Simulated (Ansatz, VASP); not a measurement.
**ZnS: VASP beside Ansatz**

```
Zn S
1.0
     0.00000    2.64841    2.64841
     2.64841    0.00000    2.64841
     2.64841    2.64841    0.00000
Zn S
1 1
Direct
  0.00000 0.00000 0.00000
  0.75000 0.75000 0.75000
```

Alike in both runs: functional LDA; k mesh 8 × 8 × 8; occupations gaussian, width 0.02 eV; no spin polarisation.

Ansatz relaxed the structure, and its values are those at the end. VASP's run is a single point on that final structure, the one shown.

```csv
,VASP,Ansatz
version,VASP 6.6.1,Ansatz 0.2.0
potentials or method,"VASP PAW LDA potentials, release 64 (Zn, S)","scalar-relativistic, plane waves, PAW"
plane-wave cutoff (eV),520,420
valence electrons in the cell,18,18
```

Ansatz gave:

```
gap on the k mesh at the Fermi level (eV) : 2.12
least direct gap on the mesh (eV)         : 2.12
pressure (GPa)                            : 0.0
```

Which values does VASP return?

gap on the k mesh at the Fermi level (eV): 2.16; least direct gap on the mesh (eV): 2.16; pressure (GPa): 0.3.

Ansatz warned: «pseudo_functional_mismatch».

LDA gaps usually lie below the measured ones, often by a third to a half.
